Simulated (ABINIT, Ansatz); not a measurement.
An input for ABINIT 10.8.3 (CdS (Greenockite)):

```
acell 3*1.0 Angstrom
rprim 
  4.137000000025 -0.000000000006 0.000000000000
  -2.068500000008 3.582747095481 0.000000000000
  0.000000000000 0.000000000000 6.714400000000
ntypat 2
znucl 48 16
natom 4
typat 1 1 2 2
xred 
  0.666666666667 0.333333333333 0.000000000000
  0.333333333333 0.666666666667 0.500000000000
  0.666666666667 0.333333333333 0.375000000000
  0.333333333333 0.666666666667 0.875000000000
pp_dirpath "pseudos"
pseudos "Cd.upf, S.upf"
ecut 47
ngkpt 3 3 2
nshiftk 1
shiftk 0 0 0
kptopt 1
chksymbreak 0
istwfk *1
occopt 1
irdwfk 1
optdriver 3
nband 171
ecuteps 5.2
inclvkb 2
awtr 1
symchi 1
indata_prefix "in"
outdata_prefix "out"
tmpdata_prefix "tmp"
```

```sh
OMP_NUM_THREADS=1 mpirun -n 4 abinit run.abi > log
```

Q: Estimate wall time and host memory on 4 MPI ranks of Intel Xeon Platinum 8259CL at 2.50GHz (Skylake/Cascade Lake), shared host.

It took 3.6 min; on shared hardware allow 1.8 min to 7.2 min. Peak host memory was 1.6 GiB.

[Paths, hosts, dates, memory and timing lines, banners, echoed tables and standing remarks are left out of the program output.]

[Logs are printed without paths, hosts, clocks, repeated set-up lines and the standing remarks that a program may print on its own settings, such as how far it seeks lower states.]

[Runs of the session that timed out or met a known fault of the program may be left out.]

[Hosts, paths, dates, database ids (printed as entryN), source tags and the programs' standing remarks are cut or masked in the printed files.]

[G0W0 gaps are taken among the corrected bands and points alone; a level outside them can change the order at an edge.]

[Where Ansatz stands beside ABINIT at settings called matched, ABINIT's density can come from a denser mesh and the files from another edition; pairs whose starting gaps differed by over 0.03 eV were left out, so agreement reads better than it is.]
